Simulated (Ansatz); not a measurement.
System: tetradymite Sb₂Te₃. Method: PBE-D4 (PAW; Ansatz, an electronic-structure program).

Q: Estimate the interlayer binding energy, layer repeat distance and gap between the layers that the calculation returns.

A: 
- interlayer binding energy: 28.6 meV/Å²
- layer repeat distance: 9.942 Å
- gap between the layers: 2.595 Å

Spin–orbit coupling is not included; with these elements it can move the gap by several tenths of an eV or more.

Computed values are for the static lattice.

It cost very roughly 9 core-minutes of CPU time.
